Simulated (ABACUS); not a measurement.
Runs of ABACUS 3.10.1 on I. It takes space group Fmmm (No. 69, orthorhombic). Conventional cell: a = 4.384 Å, b = 4.731 Å, c = 7.820 Å, α = 90.00°, β = 90.00°, γ = 90.00°. Around I (site symmetry mmm) lie 4 I at 3.23 Å. 

```tsv
level	pressure (GPa)	relaxed volume (Å³/atom)
PBE	0.0	(b)
PW91	0.0	(a)
RPBE	0.0	56.63
PBEsol	0.0	38.78
LDA	0.0	36.84
```

Alike in all rows: task relaxation of cell and atoms; potentials or basis PseudoDojo NC SR 0.4.1 PBE standard, DZP LCAO (the cutoffs set its grid); no spin polarisation; cell relaxed; k mesh 6 × 6 × 6; cutoff (eV) 1361; smearing fermi-dirac 0.05 eV.

Task: Fill in the values left out.

Result: (a) 46.38; (b) 46.62.

Caveats: the atomic orbitals were generated for these runs and aren't a published set; the basis of atomic orbitals isn't converged, which shifts pressures, moduli and gaps; the potentials were made for another functional, which shifts forces and pressure (some runs); the volume moved by over 15 % at a fixed basis, so the end points are rough (some runs).
